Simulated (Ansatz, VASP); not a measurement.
# C: VASP beside Ansatz

```
C
1.0
     0.00000    1.63107    2.12040
     1.63107    0.00000    2.12040
     1.63107    1.63107    0.00000
C
2
Direct
  0.50000 0.50000 0.50000
  0.75000 0.75000 0.75000
```

Alike in both runs: task single point; functional r2SCAN; k mesh 12 × 12 × 12; occupations gaussian, width 0.05 eV; no spin polarisation.

```csv
,VASP,Ansatz
version,VASP 6.6.1,Ansatz 0.2.0
potentials or method,"VASP PAW PBE potentials, release 64 (C)","scalar-relativistic, plane waves, PAW"
plane-wave cutoff (eV),520,500
valence electrons in the cell,8,8
```

VASP gave:

| Item | Value |
| --- | --- |
| gap on the k mesh at the Fermi level (eV) | 0.91 |
| least direct gap on the mesh (eV) | 2.95 |
| pressure (GPa) | 5.5 |
| largest component of the traceless stress (GPa) | 213.84 |

Problem. Which values does Ansatz return?

Solution. gap on the k mesh at the Fermi level (eV): 0.93; least direct gap on the mesh (eV): 2.98; pressure (GPa): 4.5; largest component of the traceless stress (GPa): 214.25.

Caveats: the PAW data sets were made with another functional, which shifts forces and pressure a little (VASP).
